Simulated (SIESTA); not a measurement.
A run of SIESTA 5.4.2:

File NaCl.fdf:

```
SystemName                      NaCl
SystemLabel                     NaCl
NumberOfSpecies                 2
NumberOfAtoms                   2
%block ChemicalSpeciesLabel
  1  17 Cl
  2  11 Na
%endblock ChemicalSpeciesLabel

LatticeConstant                 1.0 Ang
%block LatticeVectors
     3.5021900000     0.0000000000     0.0000000000
     0.0000000000     3.5021900000     0.0000000000
     0.0000000000     0.0000000000     3.5021900000
%endblock LatticeVectors
AtomicCoordinatesFormat         Fractional
%block AtomicCoordinatesAndAtomicSpecies
     0.5000000000     0.5000000000     0.5000000000  1  Cl
     0.0000000000     0.0000000000     0.0000000000  2  Na
%endblock AtomicCoordinatesAndAtomicSpecies

%block kgrid.MonkhorstPack
    8   0   0  0.0
    0   8   0  0.0
    0   0   8  0.0
%endblock kgrid.MonkhorstPack
XC.Functional                   GGA
XC.Authors                      PBE
PAO.BasisSize                   DZP
PAO.EnergyShift                 0.002 Ry
Mesh.Cutoff                     800 Ry
OccupationFunction              FD
ElectronicTemperature           0.05 eV
MaxSCFIterations                120
SCF.MustConverge                false
SCF.Mixer.Method                Pulay
SCF.Mixer.Weight                0.25
SCF.Mixer.History               8
SCF.DM.Tolerance                5.0e-05
SCF.H.Tolerance                 1.0e-03 eV
WriteForces                     true
Charge.Mulliken                 end
%block PAO.Basis
  Na 4
  n=2 0 1
    3.027
  n=3 0 2
    9.500 0.000
  n=2 1 1
    3.590
  n=3 1 1
    9.500
%endblock PAO.Basis
```

Potentials or basis: PseudoDojo 0.4 standard (PBE files), DZP (energy shift 0.002 Ry; radii capped at 9.5 bohr).

Command:

```console
$ siesta < NaCl.fdf > NaCl.out 2>&1
```

Hardware: 1 thread of Arm Neoverse V1, with other jobs on the host.

Task: Estimate the wall time of this run.

Result: Run time: 26 s on 1 thread of Arm Neoverse V1 (shared host), peak memory 0.27 GiB. Counts: scf iterations 9, k points 296, bands 22.
